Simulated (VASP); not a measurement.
# SiC₆₂: excited state by fixed occupations

SiC₆₂, defect, 63 atoms in the cell. PBE, excited states by fixed occupations; PAW potentials C, Si (PBE set).

Electron moved: highest filled to lowest empty minority-spin level, shared evenly where that is a pair; Spin moment (muB): 2.

## Input

INCAR.step1:
```
SYSTEM = SiC62
PREC = Normal ; ENCUT = 400
EDIFF = 1E-6 ; NELM = 200
ALGO = Normal ; ISMEAR = 0
SIGMA = 0.01 ; LREAL = Auto
LASPH = .TRUE. ; LMAXMIX = 4
LORBIT = 11 ; LWAVE = .TRUE.
LCHARG = .FALSE. ; GGA = PE
ISYM = 0 ; ISPIN = 2
MAGMOM = 0.0317 0.0317 0.0317 0.0317 0.0317 0.0317 0.0317 0.0317 0.0317 0.0317 0.0317 0.0317 0.0317 0.0317 0.0317 0.0317 0.0317 0.0317 0.0317 0.0317 0.0317 0.0317 0.0317 0.0317 0.0317 0.0317 0.0317 0.0317 0.0317 0.0317 0.0317 0.0317 0.0317 0.0317 0.0317 0.0317 0.0317 0.0317 0.0317 0.0317 0.0317 0.0317 0.0317 0.0317 0.0317 0.0317 0.0317 0.0317 0.0317 0.0317 0.0317 0.0317 0.0317 0.0317 0.0317 0.0317 0.0317 0.0317 0.0317 0.0317 0.0317 0.0317 0.0317 ; NBANDS = 150
IBRION = 2 ; NSW = 80
EDIFFG = -0.01 ; NUPDOWN = 2
```

INCAR.step2, as INCAR.step1 but for:
```
- EDIFF = 1E-6
- ALGO = Normal
- ISMEAR = 0
- NBANDS = 150
- IBRION = 2
- NSW = 80
- EDIFFG = -0.01
- NUPDOWN = 2
+ EDIFF = 1E-5
+ ALGO = All
+ ISMEAR = -2
+ NBANDS = 152
+ ISTART = 1
+ LDIAG = .FALSE.
+ FERWE = 127*1 25*0
+ FERDO = 124*1 1*0 2*0.5 25*0
```

INCAR.step3, as INCAR.step2 but for:
```
+ IBRION = 2
+ NSW = 40
+ EDIFFG = -0.03
+ POTIM = 0.2
```

INCAR.step4, as INCAR.step3 but for:
```
- EDIFF = 1E-5
- ALGO = All
- ISMEAR = -2
- LWAVE = .TRUE.
- NBANDS = 152
- ISTART = 1
- LDIAG = .FALSE.
- IBRION = 2
- NSW = 40
- EDIFFG = -0.03
- POTIM = 0.2
- FERWE = 127*1 25*0
- FERDO = 124*1 1*0 2*0.5 25*0
+ EDIFF = 1E-6
+ ALGO = Normal
+ ISMEAR = 0
+ LWAVE = .FALSE.
+ NBANDS = 150
+ NUPDOWN = 2
```

KPOINTS:
```
k-points
0
Gamma
  1 1 1
```

POSCAR.step1:
```
SiC62
1.0
    7.1400000000      0.0000000000      0.0000000000
    0.0000000000      7.1400000000      0.0000000000
    0.0000000000      0.0000000000      7.1400000000
C Si
62 1
Direct
    0.0001288000      0.2493904600      0.2498826600
    0.1234809500      0.3744766600      0.3781940600
    0.2499025300     -0.0003342600      0.2507456200
    0.3759917700      0.1234401000      0.3747098600
    0.2512861000      0.2503779200      0.0001708000
    0.3771765000      0.3740507400      0.1251158900
   -0.0007283700      0.0020872700      0.4972663000
    0.1240614300      0.1242588800      0.6259293300
    0.0008491300      0.2519540500      0.7477954700
    0.1260510900      0.3745892400      0.8740677500
    0.2507557000     -0.0012887100      0.7470911600
    0.3744814900      0.1229022800      0.8740911500
    0.2505203800      0.2504369700      0.5022225500
    0.3747203700      0.3728524800      0.6239410400
   -0.0012876500      0.4982943600      0.0006097600
    0.1240963100      0.6222305700      0.1259760800
   -0.0001560600      0.7504997700      0.2501480700
    0.1258846700      0.8750532500      0.3767313800
    0.2505952100      0.5005491100      0.2505740400
    0.3729598900      0.6247694200      0.3746368100
    0.2502906800      0.7480970700      0.0022886800
    0.3751462000      0.8733034800      0.1226066000
   -0.0003939600      0.4998744000      0.4989939900
    0.1251290100      0.6241019900      0.6257726300
   -0.0010147600      0.7499460800      0.7513709200
    0.1286017800      0.8735887400      0.8743494300
    0.2488237600      0.5010985000      0.7483920200
    0.3743216300      0.6249585400      0.8736293000
    0.2486592100      0.7493338600      0.4970582100
    0.3729755200      0.8744215200      0.6252076100
    0.4997398300     -0.0024845500     -0.0006495600
    0.6261182600      0.1257785200      0.1248897100
    0.4987571900      0.2508840600      0.2491891800
    0.6233624000      0.3738764900      0.3770284900
    0.7503083800      0.0016236000      0.2493286600
    0.8763139300      0.1241575600      0.3747795100
    0.7534822800      0.2510744400     -0.0007019200
    0.8748812100      0.3754569000      0.1266953200
    0.4993149400     -0.0024388200      0.4996083400
    0.6250215500      0.1251534100      0.6268441000
    0.5004435400      0.2511385400      0.7484578200
    0.6262155500      0.3779358800      0.8760825100
    0.7503551200      0.0002156700      0.7525030000
    0.8737014300      0.1248443900      0.8756445500
    0.7510420200      0.2493875000      0.5004304200
    0.8746107500      0.3751687300      0.6248150000
    0.4984011300      0.4999704300      0.0012285000
    0.6236456300      0.6246623400      0.1259310600
    0.4985015900      0.7502558000      0.2485152200
    0.6265891200      0.8782392500      0.3778322900
    0.7496930200      0.5010366900      0.2501694600
    0.8751430100      0.6271677300      0.3731524100
    0.7514780000      0.7499314100      0.0019727500
    0.8752622300      0.8740578800      0.1253881500
    0.5010307700      0.5000500900      0.5006835300
    0.6242693600      0.6220113700      0.6262605400
    0.5009792200      0.7502075300      0.7500958100
    0.6264513900      0.8743597900      0.8740104600
    0.7497359200      0.5016654000      0.7480572600
    0.8766692300      0.6241046900      0.8734583400
    0.7517647900      0.7498643000      0.4981789400
    0.8744975700      0.8763040000      0.6266695700
    0.0619018200      0.0630690800      0.0635001200
```

Commands (each step's output is kept before the next begins):
```
cat potpaw_PBE.64/C/POTCAR potpaw_PBE.64/Si/POTCAR > POTCAR
cp INCAR.step1 INCAR
cp POSCAR.step1 POSCAR
mpirun -np 4 vasp_gam > vasp.out
cp CONTCAR POSCAR
cp INCAR.step2 INCAR
mpirun -np 4 vasp_gam > vasp.out
cp INCAR.step3 INCAR
mpirun -np 4 vasp_gam > vasp.out
cp CONTCAR POSCAR
rm WAVECAR CHG
cp INCAR.step4 INCAR
mpirun -np 4 vasp_gam > vasp.out
```

## Result

- Vertical excitation (eV): 1.68
- Zero-phonon line (eV): 1.42
- Vertical emission (eV): 1.17

Limits: Other total spins weren't compared; the defect repeats every 7.1 Å, so neighbours still act on it.

VASP 6.6.1 took 898 s on 4 cores (Intel Xeon Platinum 8259CL @ 2.50GHz (Skylake/Cascade Lake)), a shared host.
